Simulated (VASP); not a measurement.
# A VASP study of Bi (r2SCAN): structure first, properties next, part 2 of 5

Wanted: the relaxed cell of Bi and its properties. The start is a computed cell from the Materials Project.

VASP 6.6.1; r2SCAN; plane waves and PAW (Bi_d).

Still holding for the runs below: The k-mesh is coarse for a metal.

So far. Step 2 (Full relaxation (r2SCAN)): It ends with a largest force of 0.008 eV/Å and a pressure of 0.01 GPa.

The starting crystal is not the ambient structure of Bi (space group No. 166); it is a model or a phase of other conditions.

### Step 3. Single point with fields (r2SCAN)

A single point on the relaxed cell gives a clean self-consistent state, with density, ELF and potential written out.

The input, INCAR:

```
SYSTEM = Bi
PREC = Accurate
ENCUT = 400
EDIFF = 1E-06
NELM = 100
ISMEAR = 1
SIGMA = 0.2
LREAL = .FALSE.
ALGO = Normal
METAGGA = R2SCAN
LASPH = .TRUE.
NBANDS = 37
LORBIT = 11
LWAVE = .FALSE.
LCHARG = .TRUE.
ISIF = 2
LELF = .TRUE.
LVHAR = .TRUE.
```

The input, POSCAR:

```
Bi
1.0
    4.5736851378      0.0000000000      0.0997785231
    0.0000000000      4.5620271572      0.0000000000
   -0.1966821687      0.0000000000      6.5862736457
Bi
4
Direct
    0.7498865236      0.7500000000      0.7507821817
    0.2501134764      0.2500000000      0.2492178183
    0.7485980577      0.7500000000      0.2514715859
    0.2514019423      0.2500000000      0.7485284141
```

The input, KPOINTS:

```
Automatic mesh
0
Gamma
6 6 4
0 0 0
```

The projector-augmented-wave data sets are Bi_d (PBE family, release 64).

Run with:

```bash
$ mpirun -np 4 vasp_std
```

The log of the run:

```text
[banner, memory and clock lines left out]
running    4 mpi-ranks, on    1 nodes
 distrk:  each k-point on    4 cores,    1 groups
 distr:  one band on    1 cores,    4 groups

 POSCAR found type information on POSCAR Bi
 POSCAR found :  1 types and       4 ions
 [... a notice as in an earlier step ...]

 LDA part: xc-table for (None), standard interpolation
|                                                                             |
|           W    W    AA    RRRRR   N    N  II  N    N   GGGG   !!!           |
|           W    W   A  A   R    R  NN   N  II  NN   N  G    G  !!!           |
|           W    W  A    A  R    R  N N  N  II  N N  N  G       !!!           |
|           W WW W  AAAAAA  RRRRR   N  N N  II  N  N N  G  GGG   !            |
|           WW  WW  A    A  R   R   N   NN  II  N   NN  G    G                |
|           W    W  A    A  R    R  N    N  II  N    N   GGGG   !!!           |
|                                                                             |
|     The number of bands has been changed from the values supplied in        |
|     The orbitals not found in the WAVECAR file will be initialized with     |
|     random numbers, which is usually adequate. For correlated               |
|     calculations, however, you should redo the groundstate calculation.     |
|     I found NBANDS = 37. Now, NBANDS = 40.                                  |
|                                                                             |

 POSCAR, INCAR and KPOINTS ok, starting setup
 FFT: planning ... GRIDC
 FFT: planning ... GRID_SOFT
 FFT: planning ... GRID
 WAVECAR not read
 entering main loop
       N       E                     dE             d eps       ncg     rms          rms(c)
DAV:   1     0.459537457479E+03    0.45954E+03   -0.27927E+04  4504   0.159E+03
DAV:   2    -0.173036649194E+03   -0.63257E+03   -0.61823E+03  4504   0.484E+02
DAV:   3    -0.244252466989E+03   -0.71216E+02   -0.69991E+02  5336   0.185E+02
DAV:   4    -0.247395532058E+03   -0.31431E+01   -0.31348E+01  5192   0.423E+01
DAV:   5    -0.247569087361E+03   -0.17356E+00   -0.17354E+00  6128   0.842E+00    0.172E+00
DAV:   6    -0.233696558186E+03    0.13873E+02   -0.36328E+00  5456   0.222E+01    0.120E+00
DAV:   7    -0.233695545310E+03    0.10129E-02   -0.33126E-02  6208   0.146E+00    0.809E-01
DAV:   8    -0.233709240795E+03   -0.13695E-01   -0.95154E-02  5248   0.255E+00    0.234E-01
DAV:   9    -0.233707062244E+03    0.21786E-02   -0.81328E-03  5984   0.767E-01    0.136E-01
DAV:  10    -0.233706192240E+03    0.87000E-03   -0.41956E-03  5528   0.645E-01    0.242E-02
DAV:  11    -0.233706204574E+03   -0.12334E-04   -0.13867E-04  5320   0.700E-02    0.146E-02
DAV:  12    -0.233706200895E+03    0.36786E-05   -0.26854E-05  5736   0.404E-02    0.559E-03
DAV:  13    -0.233706202046E+03   -0.11507E-05   -0.36369E-06  4320   0.189E-02    0.118E-03
DAV:  14    -0.233706202086E+03   -0.40344E-07   -0.22532E-07  2624   0.399E-03
   1 F= -.23370620E+03 E0= -.23370566E+03  d E =-.162747E-02
```

Run time: 77 s. Hardware: 4 MPI ranks of Intel Xeon 6975P-C (Granite Rapids), shared host; peak memory 0.69 GiB; 5.1 min of CPU time.

From OUTCAR (step 3):

```text
  LATTYP: Found a simple monoclinic cell.
 ALAT       =     4.5747733816
 B/A-ratio  =     0.9972138020
 C/A-ratio  =     1.4403357600
 COS(beta)  =    -0.0080411531

 Found     56 irreducible k-points:

   k-points           NKPTS =     56   k-points in BZ     NKDIM =     56   number of bands    NBANDS=     40

   ENCUT  =  400.0 eV  29.40 Ry    5.42 a.u.   7.46  7.44 10.75*2*pi/ulx,y,z

   NELECT =      60.0000    total number of electrons

 E-fermi :   6.4397

 k-point     1 :       0.0000    0.0000    0.0000
  band No.  band energies     occupation
    ...
     26       3.1822      2.00000
     27       3.2125      2.00000
     28       4.8388      2.00000
     29       4.8754      2.00000
     30       5.1607      2.00000
     31       9.4333     -0.00000
     32       9.6198     -0.00000
     33       9.9593     -0.00000
     34       9.9753     -0.00000
     35      11.7942      0.00000
    ...

 k-point     2 :       0.1667    0.0000    0.0000
  band No.  band energies     occupation
    ...
     26       3.4848      2.00000
     27       3.5260      2.00000
     28       4.8013      2.00000
     29       5.1609      2.00000
     30       5.2761      2.00000
     31       8.8195     -0.00000
     32       8.9401     -0.00000
     33       9.6427     -0.00000
     34      10.3610     -0.00000
     35      10.8008      0.00000
    ...

  Total       -0.0343526      0.0424143      0.0230784      0.0000000      0.0000000      0.0451810
  in kB       -0.4002426      0.4941695      0.2688871      0.0000000      0.0000000      0.5264051
  external PRESSURE =       0.1209380 kB  Pullay stress =       0.0000000 kB

 POSITION                                       TOTAL-FORCE (eV/Angst)
 -----------------------------------------------------------------------------------
      3.28208      3.42152      5.01968        -0.001382      0.000000     -0.006362
      1.09492      1.14051      1.66637         0.001382      0.000000      0.006362
      3.37439      3.42152      1.73095         0.000255     -0.000000      0.003956
      1.00261      1.14051      4.95510        -0.000255      0.000000     -0.003956
 -----------------------------------------------------------------------------------
    total drift:                                0.000000      0.000000     -0.000000

  FREE ENERGIE OF THE ION-ELECTRON SYSTEM (eV)
  ---------------------------------------------------
  free  energy   TOTEN  =      -233.7062020864 eV

  energy  without entropy=     -233.7045746212  energy(sigma->0) =     -233.70565960

[... 5 parts as in an earlier step ...]

[... 7 further parts left out ...]
```

This step gave:

```
SCF cycles              : 14
bands                   : 40
free energy (TOTEN)     : -233.7062 eV
energy at zero smearing : -233.7057 eV
pressure                : 0.01209 GPa
```

Valence electrons inside each PAW sphere by angular momentum. Sphere charges, by row:

| atom | s (e) | p (e) | d (e) | tot (e) |
| --- | --- | --- | --- | --- |
| Bi1 | 1.496 | 1.347 | 9.903 | 12.75 |
| Bi2 | 1.496 | 1.347 | 9.903 | 12.75 |
| Bi3 | 1.496 | 1.347 | 9.903 | 12.75 |
| Bi4 | 1.496 | 1.347 | 9.903 | 12.75 |

Valence density in the ac plane at fractional y = 0.250, with atoms of Bi within 0.2 Å of it. It is the smooth field of the valence electrons, not physical close to the nuclei.

Ten steps, logarithmic in the rise over the least value, from '_' (0.02 × 1e0 e/Å³) to '@' (9.37 × 1e0 e/Å³), each cell a mean:
```
....::::::::..______________
..::--====--::..____________
::==++****++--::..________..
--++##@@%%##==::..______....
==**%%@@@@%%++--..______..::
--**%%@@@@##++--..______..::
--==**####**==::..________..
::--==++++==::..__________..
..::::----::....____________
....::::::....______________
....::::::::..______________
..::--====--::..____________
::==++****++--::..________..
--++##%%%%##==::..______....
==**%%@@@@%%++--..______..::
--**%%@@@@##++--..______..::
--++**%%##**==::..________..
::--==++====::..__________..
..::::----::....____________
__..::::::....______________
```
Columns run along a (4.6 Å), rows up along c (6.6 Å). Atoms in or near the plane, at fractional coordinates: Bi at (0.25, 0.25), Bi at (0.25, 0.75).

ELF in the ac plane at fractional y = 0.250, with atoms of Bi within 0.2 Å of it. It is the smooth field of the valence electrons, not physical close to the nuclei.

Ten even steps from '0' (0.03) to '9' (0.55), each cell a mean:
```
46777753100001
67899875200013
78999986410025
89644797521136
88475597521136
89544697521136
79867987410125
68999876310014
56787764100002
35777642000001
46777753100001
67899875200013
78988986410025
89644797521136
88475597521136
89544697521136
79867987410136
68999876310014
56788763100002
35677642000001
```
Columns run along a (4.6 Å), rows up along c (6.6 Å). Atoms in or near the plane, at fractional coordinates: Bi at (0.25, 0.25), Bi at (0.25, 0.75).

Electrostatic potential energy in the ac plane at fractional y = 0.250, with atoms of Bi within 0.2 Å of it. With pseudopotentials it is smooth inside the atoms' cores, unlike the true potential.

Ten even steps from '0' (-97 eV) to '9' (4 eV), each cell a mean:
```
99999999999999
99888899999999
98544689999999
85200379999999
84000169999999
85100269999999
97422589999999
98766899999999
99999999999999
99999999999999
99999999999999
99888999999999
98544689999999
85201379999999
84000169999999
85100269999999
96322589999999
99767899999999
99999999999999
99999999999999
```
Columns run along a (4.6 Å; values clipped at the 3rd and 97th percentile), rows up along c (6.6 Å). Atoms in or near the plane, at fractional coordinates: Bi at (0.25, 0.25), Bi at (0.25, 0.75).

In this run the pressure is 0.01 GPa, small enough to go on; single stress components reach 0.05 GPa.

### Step 4. Bands along the symmetry lines (r2SCAN)

Levels along the symmetry lines show where the bands peak and cross; KPOINTS_OPT computes them in the converged potential.

The input, INCAR:

```
SYSTEM = Bi
PREC = Accurate
ENCUT = 400
EDIFF = 1E-06
NELM = 100
ISMEAR = 1
SIGMA = 0.2
LREAL = .FALSE.
ALGO = Normal
METAGGA = R2SCAN
LASPH = .TRUE.
NBANDS = 45
LORBIT = 11
LWAVE = .FALSE.
LCHARG = .FALSE.
KPAR = 4
```

POSCAR is that of step 3.

KPOINTS is that of step 3.

The input, KPOINTS_OPT:

```
Line mode
16
Line-mode
Reciprocal
  0.00000000   0.00000000   0.00000000 GAMMA
  0.00000000   0.00000000   0.50000000 Y

  0.00000000   0.00000000   0.50000000 Y
 -0.49724074   0.00000000   0.50575902 H

 -0.49724074   0.00000000   0.50575902 H
 -0.50000000   0.00000000   0.50000000 C

 -0.50000000   0.00000000   0.50000000 C
 -0.50000000   0.50000000   0.50000000 E

 -0.50000000   0.50000000   0.50000000 E
 -0.50275926   0.50000000   0.49424098 M1

 -0.50275926   0.50000000   0.49424098 M1
 -0.50000000   0.50000000   0.00000000 A

 -0.50000000   0.50000000   0.00000000 A
 -0.50000000   0.00000000   0.00000000 X

 -0.50000000   0.00000000   0.00000000 X
 -0.50275926   0.00000000   0.49424098 H1

 -0.49724074   0.50000000   0.50575902 M
  0.00000000   0.50000000   0.50000000 D

  0.00000000   0.50000000   0.50000000 D
  0.00000000   0.50000000   0.00000000 Z

  0.00000000   0.00000000   0.50000000 Y
  0.00000000   0.50000000   0.50000000 D
```

Run with:

```bash
$ mpirun -np 4 vasp_std
```

The log of the run:

```text
[banner, memory and clock lines left out]
running    4 mpi-ranks, on    1 nodes
 distrk:  each k-point on    1 cores,    4 groups
 distr:  one band on    1 cores,    1 groups

 POSCAR found type information on POSCAR Bi
 POSCAR found :  1 types and       4 ions
 [... a notice as in an earlier step ...]

 LDA part: xc-table for (None), standard interpolation
 POSCAR, INCAR and KPOINTS ok, starting setup
 FFT: planning ... GRIDC
 FFT: planning ... GRID_SOFT
 FFT: planning ... GRID
 WAVECAR not read
 entering main loop
       N       E                     dE             d eps       ncg     rms          rms(c)
DAV:   1     0.463921798903E+03    0.46392E+03   -0.27068E+04  5040   0.140E+03
DAV:   2    -0.165334674399E+03   -0.62926E+03   -0.61050E+03  5072   0.435E+02
DAV:   3    -0.243569542097E+03   -0.78235E+02   -0.76808E+02  5787   0.172E+02
DAV:   4    -0.247349772413E+03   -0.37802E+01   -0.37640E+01  5826   0.407E+01
DAV:   5    -0.247568234622E+03   -0.21846E+00   -0.21842E+00  6829   0.834E+00    0.172E+00
DAV:   6    -0.233695752987E+03    0.13872E+02   -0.35050E+00  6324   0.197E+01    0.120E+00
DAV:   7    -0.233695610713E+03    0.14227E-03   -0.39224E-02  7041   0.139E+00    0.804E-01
DAV:   8    -0.233708843851E+03   -0.13233E-01   -0.84638E-02  6070   0.219E+00    0.213E-01
DAV:   9    -0.233707180103E+03    0.16637E-02   -0.64537E-03  6796   0.597E-01    0.141E-01
DAV:  10    -0.233706199584E+03    0.98052E-03   -0.45889E-03  6373   0.624E-01    0.281E-02
DAV:  11    -0.233706208449E+03   -0.88645E-05   -0.16877E-04  6550   0.750E-02    0.184E-02
DAV:  12    -0.233706201002E+03    0.74463E-05   -0.39758E-05  6369   0.526E-02    0.388E-03
DAV:  13    -0.233706201866E+03   -0.86317E-06   -0.22934E-06  4098   0.116E-02
   1 F= -.23370620E+03 E0= -.23370566E+03  d E =-.162779E-02
 Start KPOINTS_OPT (optional k-point list driver)
k-point batch [1-56\176]
       N       E                     dE             ncg
DAV:   1     0.307213729687E+04   -0.47301E+05     5056
DAV:   2    -0.319912463412E+05   -0.35063E+05     5072
DAV:   3    -0.363869436318E+05   -0.43957E+04     5771
DAV:   4    -0.365992148664E+05   -0.21227E+03     5784
DAV:   5    -0.366112953364E+05   -0.12080E+02     6958
DAV:   6    -0.366115479236E+05   -0.25259E+00     7281
DAV:   7    -0.366115535660E+05   -0.56424E-02     7324
DAV:   8    -0.366115537053E+05   -0.13935E-03     7387
DAV:   9    -0.366115537078E+05   -0.24791E-05     3889
DAV:  10    -0.366115537086E+05   -0.74803E-06     3836
[...]
k-point batch [169-176\176]
       N       E                     dE             ncg
DAV:   1     0.596813796537E+05   -0.87331E+04      720
DAV:   2     0.547730315132E+05   -0.49083E+04      728
DAV:   3     0.541793731160E+05   -0.59366E+03      794
DAV:   4     0.541508932232E+05   -0.28480E+02      857
DAV:   5     0.541492205070E+05   -0.16727E+01      983
DAV:   6     0.541491834542E+05   -0.37053E-01     1028
DAV:   7     0.541491826837E+05   -0.77047E-03     1011
DAV:   8     0.541491826633E+05   -0.20365E-04     1023
DAV:   9     0.541491826630E+05   -0.37081E-06      546
```

Run time: 4.9 min. Hardware: 4 MPI ranks; peak memory 1.6 GiB.

Parts of OUTCAR (step 4):

```text
 Found     56 irreducible k-points:

   k-points           NKPTS =     56   k-points in BZ     NKDIM =     56   number of bands    NBANDS=     45

   NELECT =      60.0000    total number of electrons

 E-fermi :   6.4397

 k-point     2 :       0.1667    0.0000    0.0000
  band No.  band energies     occupation
    ...
     26       3.4848      2.00000
     27       3.5260      2.00000
     28       4.8013      2.00000
     29       5.1609      2.00000
     30       5.2761      2.00000
     31       8.8195     -0.00000
     32       8.9401     -0.00000
     33       9.6426     -0.00000
     34      10.3610     -0.00000
     35      10.8008      0.00000
    ...

 k-point     3 :       0.3333    0.0000    0.0000
  band No.  band energies     occupation
    ...
     26       3.9383      2.00000
     27       4.2818      2.00000
     28       4.3677      2.00000
     29       5.9956      2.00736
     30       6.2606      2.02133
     31       7.0658     -0.00009
     32       7.1750     -0.00000
     33       9.0062     -0.00000
     34       9.1020     -0.00000
     35      10.2449     -0.00000
    ...

  Total       -0.0287176      0.0480288      0.0281983      0.0000000      0.0000000      0.0452065
  in kB       -0.3345887      0.5595845      0.3285392      0.0000000      0.0000000      0.5267020
  external PRESSURE =       0.1845117 kB  Pullay stress =       0.0000000 kB

 POSITION                                       TOTAL-FORCE (eV/Angst)
 -----------------------------------------------------------------------------------
      3.28208      3.42152      5.01968        -0.001444      0.000000     -0.006415
      1.09492      1.14051      1.66637         0.001444      0.000000      0.006415
      3.37439      3.42152      1.73095         0.000207     -0.000000      0.004000
      1.00261      1.14051      4.95510        -0.000207      0.000000     -0.004000
 -----------------------------------------------------------------------------------
    total drift:                                0.000000      0.000000     -0.000000

  FREE ENERGIE OF THE ION-ELECTRON SYSTEM (eV)
  ---------------------------------------------------
  free  energy   TOTEN  =      -233.7062018655 eV

  energy  without entropy=     -233.7045740764  energy(sigma->0) =     -233.70565927

[... 12 parts as in an earlier step ...]

[... 2 further parts left out ...]
```

Spin-orbit coupling is off here; it can split and shift levels that hold much weight on Bi by tenths of an eV or more.

Numbers from this step:

| Item | Value |
| --- | --- |
| SCF cycles | 13 |
| bands | 45 |
| pressure | 0.01845 GPa |

Electronic bands along the path, in eV, zero at the Fermi level; # counts the bands kept in this run:

| point | #5 | #6 | #7 | #8 | #9 | #10 | #11 | #12 |
| --- | --- | --- | --- | --- | --- | --- | --- | --- |
| Γ | -3.23 | -1.60 | -1.56 | -1.28 | 2.99 | 3.18 | 3.52 | 3.54 |
| 0.47 of the way | -3.06 | -1.87 | -1.84 | -0.39 | 1.13 | 3.35 | 3.71 | 3.72 |
| Y | -2.52 | -2.51 | -1.95 | -1.93 | 2.16 | 2.20 | 3.94 | 3.95 |
| 0.53 of the way | -1.72 | -1.71 | -1.46 | -1.43 | 1.15 | 1.31 | 2.10 | 2.17 |
| H | -0.28 | -0.19 | -0.18 | -0.16 | -0.14 | -0.13 | -0.12 | -0.10 |
| 0.53 of the way | -0.27 | -0.20 | -0.19 | -0.17 | -0.13 | -0.12 | -0.11 | -0.11 |
| C | -0.24 | -0.23 | -0.18 | -0.17 | -0.13 | -0.12 | -0.12 | -0.11 |
| 0.47 of the way | -3.02 | -3.01 | -0.15 | -0.14 | -0.07 | -0.07 | 3.52 | 3.53 |
| E | -4.43 | -4.43 | 0.12 | 0.12 | 0.15 | 0.15 | 5.75 | 5.75 |
| 0.53 of the way | -4.43 | -4.43 | 0.10 | 0.10 | 0.17 | 0.17 | 5.72 | 5.72 |
| M1 | -4.42 | -4.42 | 0.07 | 0.07 | 0.20 | 0.20 | 5.69 | 5.69 |
| 0.53 of the way | -3.72 | -3.72 | -2.33 | -2.33 | 3.28 | 3.28 | 3.77 | 3.77 |
| A | -3.42 | -3.42 | -3.15 | -3.15 | 3.13 | 3.13 | 5.02 | 5.02 |
| 0.53 of the way | -3.37 | -3.35 | -1.99 | -1.97 | 2.74 | 2.76 | 4.26 | 4.28 |
| X | -0.92 | -0.89 | -0.88 | -0.87 | 0.85 | 0.90 | 1.10 | 1.11 |
| 0.47 of the way | -0.75 | -0.72 | -0.71 | -0.70 | 0.54 | 0.61 | 0.70 | 0.75 |
| H1 | -0.28 | -0.19 | -0.18 | -0.16 | -0.14 | -0.13 | -0.12 | -0.10 |
| jump to M | -4.42 | -4.42 | 0.07 | 0.07 | 0.20 | 0.20 | 5.69 | 5.69 |
| 0.47 of the way | -3.31 | -3.31 | -0.09 | -0.09 | -0.04 | -0.04 | 4.00 | 4.00 |
| D | -0.26 | -0.26 | -0.19 | -0.19 | -0.18 | -0.18 | -0.11 | -0.11 |
| 0.53 of the way | -0.76 | -0.76 | -0.71 | -0.71 | 0.54 | 0.54 | 0.70 | 0.70 |
| Z | -0.93 | -0.93 | -0.89 | -0.89 | 0.86 | 0.86 | 1.08 | 1.08 |
| jump to Y | -2.52 | -2.51 | -1.95 | -1.93 | 2.16 | 2.20 | 3.94 | 3.95 |
| 0.53 of the way | -1.71 | -1.70 | -1.45 | -1.42 | 1.21 | 1.24 | 2.08 | 2.10 |
| D | -0.26 | -0.26 | -0.19 | -0.19 | -0.18 | -0.18 | -0.11 | -0.11 |

There is no gap at this level.

(Continued in part 3 of 5.)

[Lines on the potential files, build, host, timing and source positions are cut from VASP's logs without a mark.]

[Logs are printed without paths, hosts, clocks, repeated set-up lines and the standing remarks that a program may print on its own settings, such as how far it seeks lower states.]

[Hosts, paths, dates, database ids (printed as entryN), source tags and the programs' standing remarks are cut or masked in the printed files.]

[A measured line is paired with the nearest computed mode of its activity, which favours agreement.]

[In band tables of VASP the shares of atoms and orbitals are scaled to a sum of 1 inside the atoms' spheres.]
